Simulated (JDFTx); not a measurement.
Runs of JDFTx 1.7.0 (patched build) on Mo. The structure is cubic, space group Im-3m (No. 229). The conventional cell has a = 3.168 Å, b = 3.168 Å, c = 3.168 Å, α = 90.00°, β = 90.00°, γ = 90.00°. Mo (site symmetry m-3m) is surrounded by 8 Mo at 2.74 Å. 

```tsv
task	level	potentials or basis	cell	SCF threshold on the energy	further solve for the empty bands	gap on the mesh (eV)	pressure (GPa)	V0 of scaled cells (Å³/atom)	B0 (GPa)
equation of state	LDA	PseudoDojo-SR-LDA-0.4.1-standard	as given	1e-09 Ha	-	-	-	15.09	296
equation of state	PBE	PseudoDojo-SR-PBE-0.5-standard	as given	1e-08 Ha	-	-	-	(b)	261
single point	PBE	PseudoDojo-SR-PBE-0.5-standard	as given	1e-08 Ha	yes	none	(a)	-	-
equation of state	r2SCAN	SG15-PBE-1.2	as given	1e-09 Ha	-	-	-	15.57	279
relaxation of cell and atoms	PBE	PseudoDojo-SR-PBE-0.5-standard	relaxed	1e-10 Ha	no	none	0.0	-	-
equation of state	PBEsol	PseudoDojo-SR-PBEsol-0.4.1-standard	as given	1e-09 Ha	-	-	-	15.34	(c)
```

Alike in all rows: no spin polarisation; k mesh 12 × 12 × 12; cutoff (eV) 1088; smearing fermi-dirac 0.05 eV.

Task: Estimate the missing entries.

Result: (a) -1.5; (b) 15.80; (c) 283.

Caveats: the potentials were made for another functional, which shifts forces and pressure (some runs).

A k mesh can miss the band edges, and the runs leave out spin-orbit coupling on Mo.

A gap of «none» marks a metal or a gap under the smearing width.

Not every run made on this cell is shown here.
